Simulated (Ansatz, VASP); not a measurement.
**Two plane-wave programs on Sb**

The input INCAR:

```
SYSTEM = Sb
  AGGAC = 1.0
  AGGAX = 1.0
  ALDAC = 0.0
  ALDAX = 1.0
  ALGO = Fast
  EDIFF = 1E-6
  ENCUT = 520
  GGA = B5
  ISIF = 2
  ISMEAR = -1
  LASPH = .True.
  LCHARG = .True.
  LELF = .True.
  LREAL = .False.
  LVHAR = .True.
  LWAVE = .False.
  NBANDS = 8
  NELM = 100
  PREC = Accurate
  SIGMA = 0.1
```

Contents of KPOINTS:

```
k-points
0
Gamma
  11 11 11
  0 0 0
```

POSCAR

```
Sb
1.0
    3.2310942210      0.0000000000      0.0000000000
    0.0000000000      3.2310942210      0.0000000000
    0.0000000000      0.0000000000      3.2310942210
Sb
1
Direct
    0.0000000000      0.0000000000      0.0000000000
```

Input for Ansatz:

```yaml
crystal:
  lattice:
    - [3.231094221, 0.0, 0.0]
    - [0.0, 3.231094221, 0.0]
    - [0.0, 0.0, 3.231094221]
  atoms:
    - { symbol: Sb, position: [0.0, 0.0, 0.0] }
hamiltonian:
  xc: blyp
  pseudopotentials:
    kind: paw
    azcp:
      Sb: "pseudopotentials/Sb.paw.azcp"
basis:
  ecutwfc: 420
  fft_grid_basis: typed
kpoints:
  mp_grid: { grid: [11, 11, 11], shift: [0, 0, 0] }
magnetization:
  spin_polarized: false
scf:
  occupations: { method: fermi_dirac, width: 0.1 }
  lower_state_search: "off"
output:
  stress: true
```

Alike in both runs: task single point; functional BLYP; k mesh 11 × 11 × 11; occupations fermi-dirac, width 0.1 eV; no spin polarisation.

|  | VASP | Ansatz |
| --- | --- | --- |
| version | VASP 6.6.1 | Ansatz 0.2.0 |
| potentials or method | VASP PAW PBE potentials, release 64 (Sb) | plane waves (420 eV) with PAW, scalar-relativistic |
| plane-wave cutoff (eV) | 520 | 420 |
| valence electrons in the cell | 5 | 15 |

Ansatz gave:

| Property | Result |
| --- | --- |
| pressure (GPa) | -1.1 |

**Question.** Estimate VASP's values.

**Answer.** Pressure (GPa): -1.0.

The two sets of potentials don't hold the same shells in valence.

Caveats: the PAW data sets were made with another functional, which shifts forces and pressure a little (VASP). The runs have no spin-orbit coupling, so splittings on Sb are missing.
